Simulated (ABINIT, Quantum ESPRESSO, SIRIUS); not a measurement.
MnO: programs and potentials compared

```xyz
2
Lattice="0.0000 2.2220 2.2220 2.2220 0.0000 2.2220 2.2220 2.2220 0.0000" Properties=species:S:1:pos:R:3 pbc="T T T"
Mn    0.0000    0.0000    0.0000
O     2.2220    2.2220    2.2220
```

Alike in all runs: task single point; functional PBE; k mesh 10 × 10 × 10; occupations fermi-dirac, width 0.05 eV; collinear spin, ferromagnetic start; no spin-orbit coupling. The measured crystal is an antiferromagnetic insulator; the state found here is the runs' own. Pressure is positive in compression and, in plane waves, holds the error of the finite cutoff.

```json
{"program and potentials": "SIRIUS, PseudoDojo 0.4.1 PBE standard (scalar relativistic)", "plane-wave cutoff (eV)": "1307", "notes": "-", "band gap (eV)": "no gap", "pressure (GPa)": "0.81", "net moment per atom (μB)": "2.41"}
{"program and potentials": "Quantum ESPRESSO, SSSP 1.3 efficiency PBE", "plane-wave cutoff (eV)": "884", "notes": "-", "band gap (eV)": "no gap", "pressure (GPa)": "0.28", "net moment per atom (μB)": "2.40"}
{"program and potentials": "ABINIT, JTH PAW PBE v2.0", "plane-wave cutoff (eV)": "707", "notes": "-", "band gap (eV)": "no gap", "pressure (GPa)": "0.39", "net moment per atom (μB)": "2.39"}
```

None finds a gap. The pressure spans 0.28 (Quantum ESPRESSO, SSSP 1.3 efficiency PBE) to 0.81 GPa (SIRIUS, PseudoDojo 0.4.1 PBE standard (scalar relativistic)). The net moment per atom spans 2.39 (ABINIT, JTH PAW PBE v2.0) to 2.41 μB (SIRIUS, PseudoDojo 0.4.1 PBE standard (scalar relativistic)). The state is the one that the start led to, which needn't be the lowest.

The functional is the same throughout but for its coding, so the spread measures potentials, basis and numerics; runs on potential files found faulty are left out.
